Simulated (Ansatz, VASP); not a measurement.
One calculation of O2C, two programs

```
O C
1.0
    12.00000    0.00000    0.00000
     0.00000   12.50000    0.00000
     0.00000    0.00000   13.00000
O C
2 1
Cartesian
  4.8294 6.2500 6.5000
  7.1706 6.2500 6.5000
  6.0000 6.2500 6.5000
```

Alike in both runs: functional PBE; dispersion D4; k mesh 1 × 1 × 1; occupations gaussian, width 0.01 eV; no spin polarisation.

Ansatz relaxed the structure, and its values are those at the end. VASP's run is a single point on that final structure, the one shown.

|  | VASP | Ansatz |
| --- | --- | --- |
| version | VASP 6.6.1 | Ansatz 0.2.0 |
| potentials or method | VASP PAW PBE potentials, release 64 (O, C) | scalar-relativistic, plane waves, PAW |
| plane-wave cutoff (eV) | 520 | 420 |
| valence electrons in the cell | 16 | 16 |

Ansatz gave:

- rms of the force components (eV/Å): 0.000
- dispersion energy (meV/atom): -8.9

Question: Which values does VASP return?

Answer: rms of the force components (eV/Å): 0.298; dispersion energy (meV/atom): -8.9.

One of these differences is far larger than is usual between the two programs; its cause wasn't traced.

Caveats: the standard files for N, O and F lose accuracy on very short bonds.
